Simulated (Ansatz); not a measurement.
# Fe3Pt2 (R-3m) at 2 levels of theory

One geometry, relaxed with PBE; plane waves with PAW potentials in Ansatz, scalar-relativistic. Collinear spin, ending at 9.4 μB a primitive cell. Gaps are the least over mesh and band path; pressure is positive in compression.

```cif
data_structure
_symmetry_space_group_name_H-M 'R-3m:H'
_symmetry_Int_Tables_number 166
_cell_length_a 4.2789
_cell_length_b 4.2789
_cell_length_c 13.0734
_cell_angle_alpha 90.000
_cell_angle_beta 90.000
_cell_angle_gamma 120.000
_cell_volume 207.29
loop_
_atom_site_label
_atom_site_type_symbol
_atom_site_symmetry_multiplicity
_atom_site_Wyckoff_symbol
_atom_site_fract_x
_atom_site_fract_y
_atom_site_fract_z
_atom_site_occupancy
Fe1 Fe 3 a 0.00000 0.00000 0.00000 1
Fe2 Fe 6 c 0.66667 0.33333 0.73947 1
Pt1 Pt 6 c 0.00000 0.00000 0.78696 1
```

```
level  cutoff (eV)    k mesh  gap (eV)  pressure (GPa)  largest moment (μB)
  PBE          420  12×12×12         0             0.0                 2.90
```

Task: What comes out on the same cell with r2SCAN?

Result:
```json
{"level": "r2SCAN", "cutoff (eV)": "500", "k mesh": "12×12×12", "gap (eV)": "0", "pressure (GPa)": "-2.6", "largest moment (μB)": "3.15"}
```

The state reached may not be the lowest one. Spin-orbit coupling matters for the bands of heavy elements and is left out.

The structure comes from a generated guess; another structure or a mixture of phases may lie lower.
